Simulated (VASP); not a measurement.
Set up this calculation in VASP 6.6.1, as the native input.

```
Task                               : band structure
Functional                         : PBE0
Potentials or basis                : VASP PAW PBE potentials, release 64 (Ga_d, Sb)
Cutoff                             : 520 eV
k mesh                             : 6 × 6 × 6
Occupations                        : gaussian, width 0.03 eV
Spin                               : no spin polarisation
Grid for exact exchange (PRECFOCK) : Fast
Exchange at q = 0                  : truncated
Further INCAR settings             : ALGO = Normal; EDIFF = 1e-06; NBANDS = 16
```

GaSb:

```
CELL_PARAMETERS angstrom
0.00000 3.05740 3.05740
3.05740 0.00000 3.05740
3.05740 3.05740 0.00000
ATOMIC_POSITIONS crystal
Ga 0.00000 0.00000 0.00000
Sb 0.25000 0.25000 0.25000
```

The cell was built by a generator and needn't be a form met in nature.

These files were run (other wordings do the same):

POSCAR

```
GaSb                                    
1.0
    0.0000000000      3.0573977452      3.0573977452
    3.0573977452      0.0000000000      3.0573977452
    3.0573977452      3.0573977452      0.0000000000
  Ga              Sb            
     1     1
Direct
     0.0000000000000000    0.0000000000000000    1.0000000000000000
     0.2500000000000000    0.2500000000000000    0.2500000000000000
```

INCAR.step1

```
SYSTEM = GaSb
ALGO = Normal
EDIFF = 1E-5
ENCUT = 520
GGA = PE
ISIF = 2
ISMEAR = 0
KPAR = 2
LASPH = .True.
LCHARG = .False.
LREAL = .False.
LWAVE = .True.
NBANDS = 16
NELM = 80
PREC = Accurate
SIGMA = 0.03
```

INCAR.step2

```
SYSTEM = GaSb
AEXX = 0.25
ALGO = Normal
EDIFF = 1E-6
ENCUT = 520
GGA = PE
HFRCUT = -1
ISIF = 2
ISMEAR = 0
ISTART = 1
KPAR = 2
LASPH = .True.
LCHARG = .False.
LHFCALC = .True.
LREAL = .False.
LWAVE = .False.
NBANDS = 16
NELM = 80
PREC = Accurate
PRECFOCK = Fast
SIGMA = 0.03
```

KPOINTS

```
k-points
0
Gamma
  6 6 6
  0 0 0
```

KPOINTS_OPT

```
explicit points
9
Reciprocal
 0.0000000000  0.0000000000  0.0000000000 1
 0.3750000000  0.3750000000  0.7500000000 1
 0.5000000000  0.5000000000  0.5000000000 1
 0.6250000000  0.2500000000  0.6250000000 1
 0.5000000000  0.2500000000  0.7500000000 1
 0.5000000000  0.0000000000  0.5000000000 1
 0.4000000000  0.0000000000  0.4000000000 1
 0.4250000000  0.0000000000  0.4250000000 1
 0.4500000000  0.0000000000  0.4500000000 1
```

Potentials or basis: VASP PAW PBE potentials, release 64 (Ga_d, Sb).

Launch:

```console
$ cat potpaw_PBE.64/Ga_d/POTCAR potpaw_PBE.64/Sb/POTCAR > POTCAR
$ cp INCAR.step1 INCAR
$ mpirun -np 2 vasp_std > vasp.out
$ cp INCAR.step2 INCAR
$ mpirun -np 2 vasp_std > vasp.out
```

It gave:

```json
{
  "Pressure": "-0.1 GPa",
  "Band gap on the k mesh": "1.44 eV, direct",
  "Band gap along the path": "1.44 eV, direct"
}
```

Caveat: the PAW data sets were made with another functional, which shifts forces and pressure a little; spin-orbit coupling is left out, which moves the levels of the heavy elements.

Wall time 16 min on 2 MPI ranks on Intel(R) Xeon(R) Platinum 8488C (Sapphire Rapids), on a shared host, peak memory 0.23 GiB a rank.
